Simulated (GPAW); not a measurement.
The system is TiC.

```xyz
2
Lattice="0.0000 2.1657 2.1657 2.1657 0.0000 2.1657 2.1657 2.1657 0.0000" Properties=species:S:1:pos:R:3 pbc="T T T"
Ti    0.0000    0.0000    0.0000
C     2.1657    2.1657    2.1657
```

The cell is a database's computed one.

Base run:

| Quantity | Value |
| --- | --- |
| Program | GPAW 26.7.0 |
| Functional | BLYP |
| Potentials or basis | PAW data sets generated in the run's folder for this functional |
| Cutoff | 800 eV |
| Basis | pw |
| k mesh | 11 × 11 × 11 |
| Occupations | fermi-dirac, width 0.05 eV |
| Spin | no spin polarisation |

Its results: pressure 8.7 GPa.

Question: After a change of settings the same cell gave: pressure -11.8 GPa. Which change was it?
A. functional from BLYP to PW91
B. functional from BLYP to SCAN; potentials or basis from PAW data sets generated in the run's folder for this functional to GPAW PAW data sets (gpaw-data 1.2.1)
C. functional from BLYP to PBE; potentials or basis from PAW data sets generated in the run's folder for this functional to GPAW PAW data sets (gpaw-data 1.2.1)
D. functional from BLYP to LDA; potentials or basis from PAW data sets generated in the run's folder for this functional to the program's PAW data sets (release 1.2.1) made for this functional

Answer: D.
